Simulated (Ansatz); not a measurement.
## From the elastic tensor of InSb at 15 GPa (stress–strain coefficients) to moduli and sound speeds

Level of theory: DFT PBEsol, scalar-relativistic, plane waves, PAW in Ansatz. Plane waves to 420 eV; Γ-centred k mesh 12×12×12; fixed occupations. No spin polarisation.

Symmetry: F-43m, No. 216, cubic system. The conventional cell has a = 6.076 Å, b = 6.076 Å, c = 6.076 Å, α = 90.00°, β = 90.00°, γ = 90.00°. In (site symmetry -43m) is surrounded by 4 Sb at 2.63 Å. Sb (site symmetry -43m) has 4 In at 2.63 Å as nearest neighbours.

Spin–orbit coupling is left out, which matters for heavy elements. The real crystal has changed phase below this pressure. The bands were filled as in an insulator; under compression the gap may have closed between mesh points.

Relaxed-ion constants (GPa, on the Cartesian axes of the calculation):
```
119.0 100.6 100.6   0.0   0.0   0.0
100.6 119.0 100.6   0.0   0.0   0.0
100.6 100.6 119.0   0.0   0.0   0.0
  0.0   0.0   0.0  22.7   0.0   0.0
  0.0   0.0   0.0   0.0  22.7   0.0
  0.0   0.0   0.0   0.0   0.0  22.7
```

Density 7.007 g/cm³; 2 atoms in 56.07 Å³.

The values that follow are for a polycrystal of randomly turned grains, by Hill's mean where one number stands. In a crystal this anisotropic the Voigt and Reuss bounds lie far apart, so Hill's mean and the sound speeds and Debye temperature from it are rough.

With S = C⁻¹: B_V = (C11+C22+C33+2(C12+C13+C23))/9, G_V = (C11+C22+C33−C12−C13−C23+3(C44+C55+C66))/15, 1/B_R = S11+S22+S33+2(S12+S13+S23), 15/G_R = 4(S11+S22+S33−S12−S13−S23)+3(S44+S55+S66); Hill is their mean. Then v_l = √((B+4G/3)/ρ), v_t = √(G/ρ), v_m = [(2/v_t³+1/v_l³)/3]^(−1/3) and Θ = (ħ/k_B)·v_m·(6π²n/V)^(1/3) for n atoms in the volume V; E = 9BG/(3B+G), ν = (3B−2G)/(2(3B+G)) and A^U = 5G_V/G_R + B_V/B_R − 6.

```json
{"Bulk modulus, Voigt / Reuss / Hill": "106.7 / 106.7 / 106.7 GPa", "Shear modulus, Voigt / Reuss / Hill": "17.3 / 14.3 / 15.8 GPa", "Young's modulus": "45 GPa", "Poisson ratio": "0.429", "Pugh ratio B/G": "6.75", "Universal anisotropy index": "1.04", "Longitudinal and transverse sound speeds": "4271 and 1502 m/s", "Debye temperature from the mean sound speed": "167 K"}
```

Cost: 1 run of about 5 core-minutes, on AMD EPYC 7R43 (Zen 3) (shared hosts).

The compressed zinc-blende lattice strongly resists a change of volume but only weakly a change of shape: C11 exceeds C12 only modestly, and the bulk modulus of 106.7 GPa far outweighs either shear bound. Squeezing the bonds brings in steep short-range repulsion, whereas shear in this open tetrahedral network can proceed largely by bending bond angles, which the directional sp³ bonding opposes only weakly. The tetragonal shear, governed by C11 − C12, is softer than the C44 shear, and this sets the sense of the anisotropy. Such softness probably reflects the tendency of tetrahedral semiconductors to give way to denser, more highly coordinated structures under pressure.

Because these are stress–strain coefficients, C11 > C12 and a positive C44, together with the positive bulk modulus, do show that the lattice resists small homogeneous strains at this pressure. The high Pugh and Poisson ratios express the contrast between compression and shear, and are not in themselves evidence of metallic bonding or easy plastic flow. Stability against short-wavelength transverse acoustic phonons remains untested.
